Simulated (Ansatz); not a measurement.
Consider the ligand exchange at a Ga–S bond: `C[S][Ga]([Cl])[Cl]` + `CC(C)(C)O` → `CC(C)(C)[O][Ga]([Cl])[Cl]` + CH₃SH.

Gas-phase electronic energies from Ansatz, PBE0-D4/def2-TZVP geometries. CCSD(T)/CBS adds triple-zeta CCSD(T) − MP2 to the extrapolated MP2 energy (def2 sets, frozen cores). This one scheme is used for every species. DFT in def2-TZVPP. For Ga outer-core shells are correlated without core-valence functions, which leaves a few kJ/mol of doubt a bond. Scalar relativity is left out up to krypton. One conformer a species, not always the lowest.

Problem. Is it downhill or uphill in electronic energy at CCSD(T)/CBS, and by how much? (Estimate.)

Solution. Ansatz gave: Uphill: ΔE = +34.6 kJ/mol.

Problem. What do these levels give: r2SCAN0-D4, LC-ωPBE, MP2/def2-SVP, CCSD(T)/def2-SVP, HF/def2-QZVPP, SCS-MP2/def2-QZVPP? (Best estimate.)

Solution. The calculation gave: r2SCAN0-D4 39.8, LC-ωPBE 36.6, MP2/def2-SVP 18.0, CCSD(T)/def2-SVP 17.2, HF/def2-QZVPP 34.7, SCS-MP2/def2-QZVPP 30.0 kJ/mol.

Largest T1 diagnostic among the species: 0.012.

At CCSD(T), def2-SVP lies −17.4 kJ/mol from the extrapolated value and def2-TZVPP −6.9 kJ/mol. The D4 term adds −5.7 kJ/mol with B3LYP and −3.7 kJ/mol with PBE0; it sums over pairs of atoms, weighted by their polarisabilities, and B3LYP, whose exchange is more repulsive, gets the larger term.

B3LYP here is the variant with VWN-RPA as its local correlation; programs differ in this.
